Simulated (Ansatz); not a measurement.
TiTe:

```
Ti Te
1.0
     3.63109    0.00000    0.00000
     0.00000    3.63109    0.00000
     0.00000    0.00000    3.63109
Ti Te
1 1
Direct
  0.00000 0.00000 0.00000
  0.50000 0.50000 0.50000
```

The cell comes from a database or a generator and needn't be the stable form of this composition.

Base run:

* Program: Ansatz 0.2.0
* Functional: LDA
* Potentials or basis: Ansatz PAW
* Cutoff: 420 eV (not typed: the program's choice for these potentials)
* k mesh: 7 × 7 × 7
* Occupations: fermi-dirac, width 0.05 eV
* Spin: no spin polarisation
* Hubbard terms: Ti d U = 4 eV

Its results: band gap on the k mesh none (metal or under the smearing width); pressure -11.8 GPa.

After a change of settings the same cell gave: band gap on the k mesh none (metal or under the smearing width); pressure -8.5 GPa. Which change was it?
A. hubbard terms from Ti d U = 4 eV to Ti d U = 1 eV
B. hubbard terms from Ti d U = 4 eV to none; hubbard projectors from ortho-atomic (the default) to none
C. functional from LDA to PBEsol; hubbard terms from Ti d U = 4 eV to none; hubbard projectors from ortho-atomic (the default) to none
D. hubbard terms from Ti d U = 4 eV to Ti d U = 6 eV

D.

Caveats: spin-orbit coupling is left out, which moves the levels of the heavy elements; U without spin polarisation on a metal has little footing; the PAW data sets come from PBE, with cores solved anew for the run's functional, which leaves a small shift of forces and pressure; the U is typed as a test and isn't derived for this compound.
